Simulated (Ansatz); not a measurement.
`N#[C][SnH2][F]` + `CCCC#N` → `C[CH2][SnH2][F]` + `N#CCC#N`  (formal exchange of groups at the Sn–C bond)

Program: Ansatz. Geometries: PBE0-D4/def2-TZVP. ΔE: electronic, gas phase. CBS: MP2 limit from def2 TZ/QZ plus the TZ coupled-cluster correction, frozen cores. Functionals use def2-TZVPP. B3LYP here is the variant with VWN-RPA as its local correlation; programs differ in this. HSE06 is defined as in plane-wave codes. Elements past krypton have def2 core potentials. For Sn outer-core shells are correlated without core-valence functions, which leaves a few kJ/mol of doubt a bond. One conformer a species, not always the lowest.

```
             level  ΔE (kJ/mol)  difference from CCSD(T)/CBS
       LDA (SPW92)         29.4                        -14.8
            PBE-D4         33.0                        -11.2
         revPBE-D4         34.7                         -9.5
           BLYP-D4         35.3                         -8.9
            B97M-V         44.3                          0.1
          B3LYP-D4         39.0                         -5.2
        r2SCANh-D4         41.8                         -2.4
        r2SCAN0-D4         43.1                         -1.1
          HSE06-D4         37.9                         -6.3
          BHLYP-D4         45.6                          1.4
      CAM-B3LYP-D4         43.4                         -0.8
           ωB97X-V         45.8                          1.6
           ωB97M-V         45.4                          1.2
            B2PLYP         43.7                         -0.5
          PBE-QIDH         44.0                         -0.2
               PBE         34.0                        -10.2
            revPBE         35.0                         -9.2
              BLYP         37.2                         -7.0
            r2SCAN         41.2                         -3.0
              PBE0         38.9                         -5.3
             B3LYP         40.8                         -3.4
           r2SCAN0         43.3                         -0.9
             HSE06         38.9                         -5.3
             BHLYP         47.7                          3.5
         CAM-B3LYP         44.5                          0.3
           LC-ωPBE         43.1                         -1.1
RPA@PBE/def2-TZVPP         48.7                          4.5
       HF/def2-SVP         52.5                          8.3
      MP2/def2-SVP         47.3                          3.1
     CCSD/def2-SVP         47.9                          3.7
  CCSD(T)/def2-SVP         47.7                          3.5
    MP2/def2-TZVPP         43.9                         -0.3
SCS-MP2/def2-TZVPP         46.9                          2.7
   CCSD/def2-TZVPP         48.0                          3.8
CCSD(T)/def2-TZVPP         47.3                          3.1
     HF/def2-QZVPP         59.8                         15.6
    MP2/def2-QZVPP         42.4                         -1.8
SCS-MP2/def2-QZVPP         45.7                          1.5
      HF/CBS(def2)         59.9                         15.7
    CCSD/CBS(def2)         44.9                          0.7
       CCSD(T)/CBS         44.2                            0
```

Largest T1 diagnostic among the species: 0.014.

Leaving LDA and LC-ωPBE aside and taking each functional with its dispersion term where it has one, the values spread over 12.9 kJ/mol, from PBE-D4 to ωB97X-V. LDA lies −4.6 kJ/mol from PBE without D4. In def2-TZVPP, CCSD(T) changes the Hartree–Fock value by −12.0 kJ/mol (the triples alone add −0.7 kJ/mol) and MP2 by −15.3 kJ/mol. From BLYP to BHLYP (50 % exact exchange), in def2-TZVPP and without D4, ΔE moves by +10.5 kJ/mol.

CCSD(T)/CBS has its own doubt, a few kJ/mol and more with outer-core shells, so smaller differences from it don't rank the levels.
